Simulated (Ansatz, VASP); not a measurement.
**Two plane-wave programs on Cd**

File INCAR:

```
  ALGO = Normal
  EDIFF = 1E-6
  EDIFFG = -0.01
  ENCUT = 600
  GGA = RE
  IBRION = 2
  ISIF = 3
  ISMEAR = -1
  LASPH = T
  LCHARG = F
  LREAL = F
  LWAVE = F
  NELM = 100
  NSW = 80
  PREC = Accurate
  SIGMA = 0.1
```

The input KPOINTS:

```
k-points
0
Gamma
  13 13 13
```

File POSCAR:

```
Cd
1.0
   -1.7540139848      1.7540139848      1.7540139848
    1.7540139848     -1.7540139848      1.7540139848
    1.7540139848      1.7540139848     -1.7540139848
Cd
1
Direct
    0.0000000000      0.0000000000      0.0000000000
```

Input for Ansatz:

```yaml
crystal:
  lattice:
    - [-1.7540139848, 1.7540139848, 1.7540139848]
    - [1.7540139848, -1.7540139848, 1.7540139848]
    - [1.7540139848, 1.7540139848, -1.7540139848]
  atoms:
    - { symbol: Cd, position: [0.0, 0.0, 0.0] }
hamiltonian:
  xc: revpbe
  pseudopotentials:
    kind: paw
    azcp:
      Cd: "pseudopotentials/Cd.paw.azcp"
basis:
  ecutwfc: 420
  fft_grid_basis: typed
kpoints:
  mp_grid: { grid: [13, 13, 13], shift: [0, 0, 0] }
magnetization:
  spin_polarized: false
scf:
  occupations: { method: fermi_dirac, width: 0.1 }
relax:
  max_steps: 60
  f_tol: 0.01
  cell: {}
```

The cell was built by a generator and needn't be a form met in nature.

Alike in both runs: task relaxation of cell and atoms; functional revPBE; k mesh 13 × 13 × 13; occupations fermi-dirac, width 0.1 eV; no spin polarisation.

|  | VASP | Ansatz |
| --- | --- | --- |
| version | VASP 6.6.1 | Ansatz 0.2.0 |
| potentials or method | VASP PAW PBE potentials, release 64 (Cd) | plane waves (420 eV) with PAW, scalar-relativistic |
| plane-wave cutoff (eV) | 600 | 420 |
| valence electrons in the cell | 12 | 20 |

Ansatz gave:

```
relaxed volume (Å³/atom)                                     : 24.49
relaxed cell length with the largest relative difference (Å) : 3.169
energy change over the relaxation (meV/atom)                 : -45
```

Q: What did VASP give for the same quantities?

A: Relaxed volume (Å³/atom): 24.61; relaxed cell length with the largest relative difference (Å): 3.174; energy change over the relaxation (meV/atom): -47.

The two sets of potentials don't hold the same shells in valence.

Caveats: the PAW data sets were made with another functional, which shifts forces and pressure a little (VASP).
